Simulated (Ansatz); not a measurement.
Input of an Ansatz 0.2.0 run:

File input.yaml:

```yaml
crystal:
  lattice:
    - [-1.602103413, 1.602103413, 2.08339225]
    - [1.602103413, -1.602103413, 2.08339225]
    - [1.602103413, 1.602103413, -2.08339225]
  atoms:
    - { symbol: Fe, position: [0.0, 0.0, 0.0], spin: 3.0 }
    - { symbol: O, position: [0.5, 0.5, 0.0] }
hamiltonian:
  xc: pbesol
  pseudopotentials: { kind: paw }
magnetization:
  spin_polarized: true
kpoints:
  mp_grid: { grid: [12, 12, 12] }
scf:
  occupations: { method: fermi_dirac, width: 0.05 }
output:
  forces: true
  stress: true
  eigenvalues: true
relax:
  f_tol: 0.01
  max_steps: 40
  cell: { stress_tol: 0.05, p_target: 10.0 }
```

Potentials or basis: Ansatz PAW.

Launch:

```console
$ ansatz run input.yaml --threads 2 --pin off --max-ram 5632MiB --backend cpu --events-out ev --progress --plain --runs-dir out
```

**Question.** Predict the relaxed cell.

**Answer.** a = 2.958 Å, b = 2.958 Å, c = 2.958 Å, α = 119.99°, β = 119.99°, γ = 90.01°.

**Question.** Predict the space group after relaxing (to 0.05 Å).

**Answer.** Fm-3m (No. 225).

**Question.** What does it give for the site moments?

**Answer.** Fe +3.38; O +0.34 μB.

**Question.** Predict the band gap on the k mesh.

**Answer.** None (metal or under the smearing width).

Step by step:
| step | energy change (eV) | largest force (eV/Å) | volume (Å³) |
| --- | --- | --- | --- |
| 1 | 0.0000 | 0.0000 | 21.39 |
| 2 | -0.1364 | 0.0000 | 19.00 |
| 3 | -0.1060 | 0.0000 | 17.97 |
| 4 | -0.1270 | 0.0000 | 18.24 |
| 5 | -0.1349 | 0.0000 | 18.31 |
| 6 | -0.1363 | 0.0000 | 18.34 |
| 7 | -0.1301 | 0.0000 | 18.34 |
| 8 | -0.1277 | 0.0000 | 18.29 |
| 9 | -0.1275 | 0.0000 | 18.29 |

Caveat: the plane-wave basis is chosen anew once the cell has moved, so the energies of steps on either side of that aren't comparable; a cell with one magnetic atom can't hold antiferromagnetic order, which such compounds often take; semilocal functionals often make such compounds metallic where correlation or magnetic order opens a gap, which also shifts bond lengths; the PAW data sets come from PBE, with cores solved anew for the run's functional, which leaves a small shift of forces and pressure. With open d or f shells a metallic result of PBEsol can be an artefact of self-interaction; +U or a hybrid may open a gap.
